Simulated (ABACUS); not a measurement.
# GaAs (F-43m) in ABACUS: band structure with PBE

Aim: the band structure of GaAs with PBE.

Everything below comes from runs of ABACUS 3.10.1. Logs are shortened: lines on timing, memory, paths and dates and some standing lists are left out, and cuts for length are marked.

**The experiment to reproduce.**

From “Evidence of valence band perturbations in GaAsN/GaAs(001): A combined variable-angle spectroscopic ellipsometry and modulated photoreflectance investigation”, 2008, arxiv:0805.2212, for a bulk crystal of GaAs at 300 K: band gap 1.418 ± 0.005 eV (direct).

The runs below are set against these values where they give the same quantity.

### 1 Starting point

Symmetry: F-43m, No. 216, cubic system. The conventional cell has a = 5.654 Å, b = 5.654 Å, c = 5.654 Å, α = 90.00°, β = 90.00°, γ = 90.00°. As (site symmetry -43m) has 4 Ga at 2.45 Å as nearest neighbours. Ga (site symmetry -43m) has 4 As at 2.45 Å as nearest neighbours.

### 2 Band structure, PBE

File INPUT:

```
INPUT_PARAMETERS
suffix              GaAs
calculation         nscf
basis_type          lcao
pseudo_dir          ./
orbital_dir         ./
symmetry            -1
dft_functional      pbe
ecutwfc             114.0
pseudo_rcut         10
nspin               1
nbands              33
ks_solver           genelpa
smearing_method     fd
smearing_sigma      0.00367493
scf_thr             1e-07
scf_nmax            100
mixing_type         broyden
mixing_beta         0.7
init_chg            file
out_band            1
```

File STRU:

```
ATOMIC_SPECIES
As 74.9216 As.upf
Ga 69.7230 Ga.upf

NUMERICAL_ORBITAL
As_confined-atom_7au_3s3p2d.orb
Ga_confined-atom_8au_3s3p2d.orb

LATTICE_CONSTANT
1.8897261246

LATTICE_VECTORS
0.0000000000 2.8268500000 2.8268500000
2.8268500000 0.0000000000 2.8268500000
2.8268500000 2.8268500000 0.0000000000

ATOMIC_POSITIONS
Direct

As
0.0
1
0.2500000000 0.2500000000 0.2500000000 1 1 1

Ga
0.0
1
0.0000000000 0.0000000000 0.0000000000 1 1 1
```

File KPT:

```
K_POINTS
12
Line
0.00000000 0.00000000 0.00000000 10 // G
0.50000000 0.00000000 0.50000000 10 // X
0.50000000 0.25000000 0.75000000 10 // W
0.37500000 0.37500000 0.75000000 10 // K
0.00000000 0.00000000 0.00000000 10 // G
0.50000000 0.50000000 0.50000000 10 // L
0.62500000 0.25000000 0.62500000 10 // U
0.50000000 0.25000000 0.75000000 10 // W
0.50000000 0.50000000 0.50000000 10 // L
0.37500000 0.37500000 0.75000000 1 // K
0.62500000 0.25000000 0.62500000 10 // U
0.50000000 0.00000000 0.50000000 1 // X
```

Potentials or basis: PseudoDojo NC SR 0.5 PBE stringent, DZP LCAO (the cutoffs set its grid).

Started as:

```bash
$ OMP_NUM_THREADS=1 mpirun -np 4 abacus > log
```

running log:

```text
ABACUS v3.10.1

               Atomic-orbital Based Ab-initio Computation at UStc

 ------------------------------------------------------------------------------------

 READING GENERAL INFORMATION
                           global_out_dir = OUT.GaAs/
                           global_in_card = INPUT
                               pseudo_dir = ./
[... 8 lines left out ...]

 READING ATOM TYPE 1
                               atom label = As
                      L=0, number of zeta = 3
                      L=1, number of zeta = 3
                      L=2, number of zeta = 2
             number of atom for this type = 1

 READING ATOM TYPE 2
                               atom label = Ga
                      L=0, number of zeta = 3
                      L=1, number of zeta = 3
                      L=2, number of zeta = 2
             number of atom for this type = 1

                        TOTAL ATOM NUMBER = 2
DIRECT COORDINATES
    atom                   x                   y                   z     mag                  vx                  vy                  vz
taud_As1            0.2500000000        0.2500000000        0.2500000000  0.0000        0.0000000000        0.0000000000        0.0000000000
taud_Ga1            0.0000000000        0.0000000000        0.0000000000  0.0000        0.0000000000        0.0000000000        0.0000000000

                          Volume (Bohr^3) = 304.884
                             Volume (A^3) = 45.1791

 Lattice vectors: (Cartesian coordinate: in unit of a_0)
                   +0            +2.82685            +2.82685
             +2.82685                  +0            +2.82685
             +2.82685            +2.82685                  +0
 Reciprocal vectors: (Cartesian coordinate: in unit of 2 pi/a_0)
            -0.176875           +0.176875           +0.176875
            +0.176875           -0.176875           +0.176875
            +0.176875           +0.176875           -0.176875
 The esolver type has been set to : ksdft_lcao

                PAO radial cut off (Bohr) = 10

 Read in pseudopotential file is As.upf
                     pseudopotential type = NC
          exchange-correlation functional = PBE
                 nonlocal core correction = 1
                        valence electrons = 23
                                     lmax = 2
                           number of zeta = 5
                     number of projectors = 6
                           L of projector = 0
[... 5 lines left out ...]
                PAO radial cut off (Bohr) = 10

 Read in pseudopotential file is Ga.upf
                     pseudopotential type = NC
          exchange-correlation functional = PBE
                 nonlocal core correction = 1
                        valence electrons = 21
                                     lmax = 2
                           number of zeta = 5
                     number of projectors = 6
                           L of projector = 0
                           L of projector = 0
                           L of projector = 1
                           L of projector = 1
                           L of projector = 2
                           L of projector = 2
     initial pseudo atomic orbital number = 26

 SETUP THE ELECTRONS NUMBER
            electron number of element As = 23
      total electron number of element As = 23
            electron number of element Ga = 21
      total electron number of element Ga = 21
            AUTOSET number of electrons:  = 44
                           occupied bands = 22
                                   NLOCAL = 44
                                   NBANDS = 33
                                   NBANDS = 33
                                   NLOCAL = 44

%%%%%%%%%%%%%%%%%%%%%%%%%%%%%%%%%%%%%%%%%%%%%%%%%%%%%%%%%%%%%%%%%%%%%%%%%%%%%%%%%%%%%%%%%%%%%%%%%%%%%%%%%%
 Warning: the number of valence electrons in pseudopotential > 5 for As: [Ar] 3d10 4s2 4p3
 Warning: the number of valence electrons in pseudopotential > 3 for Ga: [Ar] 3d10 4s2 4p1
 Pseudopotentials with additional electrons can yield (more) accurate outcomes, but may be less efficient.
 If you're confident that your chosen pseudopotential is appropriate, you can safely ignore this warning.
%%%%%%%%%%%%%%%%%%%%%%%%%%%%%%%%%%%%%%%%%%%%%%%%%%%%%%%%%%%%%%%%%%%%%%%%%%%%%%%%%%%%%%%%%%%%%%%%%%%%%%%%%%

 SETUP THE PLANE WAVE BASIS
 energy cutoff for charge/potential (unit:Ry) = 456
            fft grid for charge/potential = [ 54, 54, 54 ]
                        fft grid division = [ 2, 2, 2 ]
        big fft grid for charge/potential = [ 27, 27, 27 ]
                                     nbxx = 5103
                                     nrxx = 40824

 SETUP PLANE WAVES FOR CHARGE/POTENTIAL
                    number of plane waves = 50237
                         number of sticks = 1789

 PARALLEL PW FOR CHARGE/POTENTIAL
     PROC   COLUMNS(POT)             PW
        1            447          12558
        2            447          12558
        3            448          12563
        4            447          12558
 --------------- sum -------------------
        4           1789          50237
                            number of |g| = 441
                                  max |g| = 41.1709
                                  min |g| = 0.0938546

----------- Double Check Mixing Parameters Begin ------------
mixing_type: broyden
mixing_beta: 0.7
mixing_gg0: 1
mixing_gg0_min: 0.1
mixing_ndim: 8
----------- Double Check Mixing Parameters End ------------

 SETUP K-POINTS
                                    nspin = 1
                                   nkstot = 102
K-POINTS DIRECT COORDINATES
 KPOINTS    DIRECT_X    DIRECT_Y    DIRECT_Z  WEIGHT
       1  0.00000000  0.00000000  0.00000000  1.0000
       2  0.05000000  0.00000000  0.05000000  1.0000
       3  0.10000000  0.00000000  0.10000000  1.0000
       4  0.15000000  0.00000000  0.15000000  1.0000
       5  0.20000000  0.00000000  0.20000000  1.0000
       6  0.25000000  0.00000000  0.25000000  1.0000
[... 22 lines left out ...]
      29  0.40000000  0.35000000  0.75000000  1.0000
      30  0.38750000  0.36250000  0.75000000  1.0000
[... 72 further k points ...]

           k-point number in this process = 102
       minimum distributed K point number = 102

[... K-POINTS CARTESIAN COORDINATES: 102 rows ...]

[... K-POINTS DIRECT COORDINATES: 102 rows ...]

 SETUP PLANE WAVES FOR WAVE FUNCTIONS
     energy cutoff for wavefunc (unit:Ry) = 114
              fft grid for wave functions = [ 54, 54, 54 ]
                    number of plane waves = 7583
                         number of sticks = 511

 PARALLEL PW FOR WAVE FUNCTIONS
     PROC   COLUMNS(POT)             PW
        1            127           1896
        2            127           1896
        3            130           1895
        4            127           1896
 --------------- sum -------------------
        4            511           7583

 SET NONLOCAL PSEUDOPOTENTIAL PROJECTORS
 SET NONLOCAL PSEUDOPOTENTIAL PROJECTORS
 max number of nonlocal projetors among all species is 6

 -------------------------------------------
 NONSELF-CONSISTENT
 -------------------------------------------

 SETUP SEARCHING RADIUS FOR PROGRAM TO SEARCH ADJACENT ATOMS
                  longest orb rcut (Bohr) = 8
   longest nonlocal projector rcut (Bohr) = 1.62
                     search radius (Bohr) = 19.2
              searching radius is (Bohr)) = 19.2
         searching radius unit is (Bohr)) = 1.89
                         PeriodicBoundary = 1
                        Radius(unit:lat0) = 10.2
                                   glayer = [ 5, 5, 5 ]
                             glayer_minus = [ 4, 4, 4 ]

Find the coordinate range of the input atom(unit:lat0).
                                  min_tau = [ -22.6, -22.6, -22.6 ]
                                  max_tau = [ 24, 24, 24 ]
                                BoxNumber = [ 9, 9, 9 ]

 SETUP EXTENDED REAL SPACE GRID FOR GRID INTEGRATION
                          real space grid = [ 54, 54, 54 ]
                 big cell numbers in grid = [ 27, 27, 27 ]
             meshcell numbers in big cell = [ 2, 2, 2 ]
                        extended fft grid = [ 36, 36, 36 ]
                dimension of extened grid = [ 100, 100, 100 ]
                            UnitCellTotal = 125
              Atom number in sub-FFT-grid = 2
    Local orbitals number in sub-FFT-grid = 44
                                ParaV.nnr = 32670
                                 init_chg = file
 try to read charge from file
 Read in the charge density: OUT.GaAs//GaAs-CHARGE-DENSITY.restart

 LCAO ALGORITHM --------------- ION=   1  ELEC=   1--------------------------------
[... levels at 102 k points of this process ...]

 Density error is 0.00000000000
----------------------------------------------------------
     Energy           Rydberg                 eV
----------------------------------------------------------
 E_KohnSham     -1107.2146028194     -15064.4275071505
 E_KS(sigma->0) -1107.2145960848     -15064.4274155211
 E_Harris       -1107.2146028194     -15064.4275071505
 E_band         -154.6988068017      -2104.7852463046
 E_one_elec     -990.0424481772      -13470.2185570796
 E_Hartree      478.6262045192       6512.0435935742
 E_xc           -107.0288360199      -1456.2020201780
 E_Ewald        -488.7695096722      -6650.0503402084
 E_entropy(-TS) -0.0000134693        -0.0001832587
 E_descf        0.0000000000         0.0000000000
 E_exx          0.0000000000         0.0000000000
 E_Fermi        0.7450768753         10.1372909521
----------------------------------------------------------

 charge density convergence is achieved
 final etot is -15064.427507 eV
 EFERMI = 10.137290952 eV

 STATE ENERGY(eV) AND OCCUPATIONS    NSPIN == 1
 1/102 kpoint (Cartesian) = 0.0000 0.0000 0.0000 (1561 pws)
       1       -175.008      0.0196078
       2       -134.005      0.0196078
       3       -118.385      0.0196078
       4       -118.385      0.0196078
       5       -118.385      0.0196078
       6       -84.7073      0.0196078
[... 25 lines left out ...]
      32        22.4085        0.00000
      33        36.1828        0.00000

 2/102 kpoint (Cartesian) = 0.0000 0.017688 0.0000 (1569 pws)
       1       -175.008      0.0196078
       2       -134.005      0.0196078
       3       -118.385      0.0196078
       4       -118.385      0.0196078
       5       -118.385      0.0196078
       6       -84.7073      0.0196078
[... 25 lines left out ...]
      32        22.9969        0.00000
      33        35.4532        0.00000

 3/102 kpoint (Cartesian) = 0.0000 0.035375 0.0000 (1565 pws)
       1       -175.008      0.0196078
       2       -134.005      0.0196078
       3       -118.385      0.0196078
       4       -118.385      0.0196078
       5       -118.385      0.0196078
       6       -84.7073      0.0196078
[... 25 lines left out ...]
      32        24.2184        0.00000
      33        33.9513        0.00000

 4/102 kpoint (Cartesian) = 0.0000 0.053063 0.0000 (1568 pws)
       1       -175.008      0.0196078
       2       -134.005      0.0196078
       3       -118.385      0.0196078
       4       -118.385      0.0196078
       5       -118.385      0.0196078
       6       -84.7073      0.0196078
[... 25 lines left out ...]
      32        25.6624        0.00000
      33        32.2790        0.00000

 5/102 kpoint (Cartesian) = 0.0000 0.070750 0.0000 (1567 pws)
       1       -175.008      0.0196078
       2       -134.005      0.0196078
       3       -118.385      0.0196078
       4       -118.385      0.0196078
       5       -118.385      0.0196078
       6       -84.7074      0.0196078
[... 25 lines left out ...]
      32        26.9502        0.00000
      33        30.6419        0.00000

 6/102 kpoint (Cartesian) = 0.0000 0.088438 0.0000 (1565 pws)
       1       -175.008      0.0196078
       2       -134.005      0.0196078
       3       -118.385      0.0196078
       4       -118.385      0.0196078
       5       -118.385      0.0196078
       6       -84.7074      0.0196078
[... 25 lines left out ...]
      32        27.9998        0.00000
      33        29.1427        0.00000

[... levels at 96 further k points ...]

 --------------------------------------------
 !FINAL_ETOT_IS -15064.42750715050 eV
 --------------------------------------------

 Output bands in file: OUT.GaAs/BANDS_1.dat
```

Run time: 0.86 s. Hardware: 4 MPI ranks of Intel Xeon 6975P-C (Granite Rapids), shared host; peak memory 0.56 GiB.

Results:

| Quantity | Value |
| --- | --- |
| Band gap along the path | 0.57 eV, direct |

Levels at the corners of the path, in eV from the Fermi level:
```
point  band 18  band 19  band 20  band 21  band 22  band 23  band 24  band 25  band 26  band 27
    Γ   -15.12   -13.05    -0.31    -0.31    -0.31     0.26     3.45     3.45     3.45     7.99
    X   -15.11   -10.56    -7.14    -2.99    -2.99     1.19     1.42     9.99     9.99    11.00
    W   -15.12   -10.50    -6.96    -3.84    -3.65     4.37     4.49     5.22     5.91    10.92
    K   -15.12   -10.60    -6.96    -4.16    -2.57     1.70     4.42     7.84     7.86     8.56
    Γ   -15.12   -13.05    -0.31    -0.31    -0.31     0.26     3.45     3.45     3.45     7.99
    L   -15.12   -11.30    -6.96    -1.46    -1.46     0.72     4.35     4.35     8.48    10.83
    U   -15.12   -10.60    -6.96    -4.16    -2.57     1.70     4.42     7.84     7.86     8.56
    W   -15.12   -10.50    -6.96    -3.84    -3.65     4.37     4.49     5.22     5.91    10.92
    L   -15.12   -11.30    -6.96    -1.46    -1.46     0.72     4.35     4.35     8.48    10.83
    K   -15.12   -10.60    -6.96    -4.16    -2.57     1.70     4.42     7.84     7.86     8.56
    U   -15.12   -10.60    -6.96    -4.16    -2.57     1.70     4.42     7.84     7.86     8.56
    X   -15.11   -10.56    -7.14    -2.99    -2.99     1.19     1.42     9.99     9.99    11.00
```

Caveat: the atomic orbitals were generated for these runs and aren't a published set; the density is read from an earlier self-consistent run, whose mesh may be coarse; the basis of atomic orbitals isn't converged, which shifts pressures, moduli and gaps.

### 3 How close it comes

Step 2. Against the measured gap of GaAs, 1.418 eV (direct; 300 K; “Evidence of valence band perturbations in GaAsN/GaAs(001): A combined variable-angle spectroscopic ellipsometry and modulated photoreflectance investigation”, 2008, arxiv:0805.2212), the calculated 0.57 eV is off by -0.85 eV. 3 values of this kind are on record (1.412 to 1.51 eV); this one was drawn at random among those near their median, those with a stated uncertainty first. Spin-orbit coupling on As, Ga is left out. The value is that of PBE in an atomic basis (PseudoDojo NC SR 0.5 PBE stringent, DZP LCAO (the cutoffs set its grid)), whose error adds to the functional's,, without temperature or zero-point motion. Semilocal functionals fall short of measured gaps as a rule.
